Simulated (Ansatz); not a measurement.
## Levels at Γ against strain in BaTiO3

```xyz
5
Lattice="3.9998 0.0000 0.0000 0.0000 3.9998 0.0000 0.0000 0.0000 4.0180" Properties=species:S:1:pos:R:3 pbc="T T T"
Ba    0.0000    0.0000    0.0000
Ti    1.9999    1.9999    2.0090
O     1.9999    1.9999    0.0000
O     1.9999    0.0000    2.0090
O     0.0000    1.9999    2.0090
```

Atom numbers follow the list: Ba1, Ti2, O3, O4, O5.

Conventional cell: a = 4.000 Å, b = 4.000 Å, c = 4.018 Å, α = 90.00°, β = 90.00°, γ = 90.00°. Ba (atom 1) is surrounded by 12 O at 2.83 Å. Ti (atom 2) has 6 O at 2.00 to 2.01 Å as nearest neighbours. O (atom 3) has 2 Ti at 2.01 Å as nearest neighbours. O (atom 4) is surrounded by 2 Ti at 2.00 Å.

The cell comes from COD entry 2100860, which wasn't checked; take it as a given geometry.

No spin–orbit coupling, which matters for the heavy atoms here.

These are results of DFT, PBEsol, all-electron LAPW, scalar-relativistic in Ansatz 0.2.0, not measurements.

The runs use a Γ-centred 7×7×7 k mesh, Fermi–Dirac smearing of 0.03 eV, basis error target 1 meV/atom, no spin polarisation.

The cell is scaled evenly. Fractional coordinates are held (clamped ions).

The valence-band top of this crystal doesn't lie at Γ but 0.11 eV above the top filled level there.

Only quantities that a quadratic follows smoothly over the whole series are listed; rougher ones are left out.

```csv
ln(V/Vcell),direct gap at Γ (eV),smallest gap on mesh and path (eV)
-0.0619,1.910,1.869
-0.0408,1.896,1.828
-0.0202,1.879,1.787
-0.0101,1.870,1.766
0.0000,1.860,1.746
0.0100,1.850,1.726
0.0392,1.819,1.667
0.0583,1.796,1.628
```

(1) Fit the series and give the slopes at zero strain.

(2) One run, at ln(V/Vcell) = 0.0198, is withheld. Predict its row.

Results:

(1) Least-squares fits y = p0 + p1 x + p2 x² to the rows give direct gap at Γ (eV): p1 = -0.961, p2 = -2.5; smallest gap on mesh and path (eV): p1 = -2.01, p2 = -0.32. So dEg/dln V = -1.0 eV for the direct gap at Γ, which isn't the fundamental gap here: that one has dEg/dln V = -2.0 eV. Semilocal gaps are too small, but their slopes carry over better.

(2) The fits give 1.840, 1.706; the run gave 1.840, 1.706.
